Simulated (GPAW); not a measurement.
Runs of GPAW 26.7.0 on Ti3Si. The structure is cubic, space group Fm-3m (No. 225). The conventional cell has a = 6.289 Å, b = 6.289 Å, c = 6.289 Å, α = 90.00°, β = 90.00°, γ = 90.00°. Ti (site symmetry m-3m) is surrounded by 8 Ti at 2.72 Å. Around Ti (site symmetry -43m) lie 4 Ti at 2.72 Å and 4 Si at 2.72 Å. Si (site symmetry m-3m) has 8 Ti at 2.72 Å as nearest neighbours. The cell comes from a database or a generator and needn't be the stable form of this composition.

| level | cell | target pressure | gap on the mesh (eV) | pressure (GPa) | relaxed volume (Å³/atom) |
| --- | --- | --- | --- | --- | --- |
| PBEsol | relaxed to 10 GPa | 10 GPa | none | 9.9 | - |
| PBEsol | relaxed | - | none | 0.2 | 14.94 |
| PBEsol+D3(BJ)+ATM | relaxed | - | none | 0.0 | (b) |
| PBEsol | relaxed to 30 GPa | 30 GPa | none | 30.2 | - |
| PBEsol+D3(BJ) | relaxed | - | none | -0.1 | 14.31 |
| PBEsol | relaxed to 20 GPa | 20 GPa | none | 20.0 | - |
| PBEsol+D3 | relaxed | - | none | 0.0 | (a) |
| PBEsol+D4 | relaxed | - | none | 0.0 | 14.79 |
| PBEsol | relaxed to 2 GPa | 2 GPa | none | 2.0 | - |
| PBEsol | relaxed to 5 GPa | 5 GPa | none | 5.0 | - |

Alike in all rows: task relaxation of cell and atoms; potentials or basis PAW data sets generated in the run's folder for this functional, pw; no spin polarisation; k mesh 7 × 7 × 7; cutoff (eV) 600; smearing fermi-dirac 0.05 eV.

Task: Estimate the missing entries.

Result: (a) 14.47; (b) 14.44.

Caveats: later steps reuse the first step's grids; pairwise dispersion overbinds metals, which lowers pressure and volume (some runs); the volume moved by over 15 % at a fixed basis, so the end points are rough (some runs).

A gap of «none» marks a metal or a gap under the smearing width.
